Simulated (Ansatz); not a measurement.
Write the native input for Ansatz 0.2.0 that does the following.

- Task: relaxation of cell and atoms
- Functional: PBE
- Potentials or basis: all-electron LAPW, scalar-relativistic
- Basis error allowed: 0.001 eV/atom
- k mesh: 13 × 13 × 13
- Occupations: fermi-dirac, width 0.05 eV
- Spin: no spin polarisation
- Target pressure: 5 GPa

The system is BN.

```
N B
1.0
     0.00000    1.81300    1.81300
     1.81300    0.00000    1.81300
     1.81300    1.81300    0.00000
N B
1 1
Direct
  0.25000 0.25000 0.25000
  0.00000 0.00000 0.00000
```

The cell is a database's computed one.

One way to write it, as run:

input.yaml

```yaml
crystal:
  lattice:
    - [0.0, 1.813001, 1.813001]
    - [1.813001, 0.0, 1.813001]
    - [1.813001, 1.813001, 0.0]
  atoms:
    - { symbol: "N", position: [0.25, 0.25, 0.25] }
    - { symbol: B, position: [0.0, 0.0, 0.0] }
kpoints:
  mp_grid: { grid: [13, 13, 13] }
scf:
  occupations: { method: fermi_dirac, width: 0.05 }
hamiltonian:
  xc: pbe
  pseudopotentials: { kind: all_electron, lapw: { basis_error: 0.001 } }
output:
  forces: true
  stress: true
relax:
  f_tol: 0.02
  max_steps: 60
  cell: { p_target: 5.0 }
```

Potentials or basis: all-electron LAPW, scalar-relativistic.

Run with:

```sh
$ ansatz run input.yaml --threads 1 --pin off --max-ram 3072MiB --backend cpu --events-out ev --progress --plain --runs-dir out
```

It gave:

* Relaxed volume: 5.87 Å³/atom
* Relaxed cell: a = 2.552 Å, b = 2.552 Å, c = 2.552 Å, α = 60.00°, β = 60.00°, γ = 60.00°
* Space group after relaxing (to 0.05 Å): F-43m (No. 216)
* Energy change on relaxing (the enthalpy is what falls): +1.2 meV/atom
* Ionic steps: 4
* Pressure after relaxing: 5.0 GPa
* Band gap on the k mesh: 4.55 eV

Caveat: an odd mesh through Γ misses points on the zone boundary, where band edges often lie.

Run time: 16 s on 1 thread of Arm Neoverse V2 (shared host), peak memory 0.27 GiB.
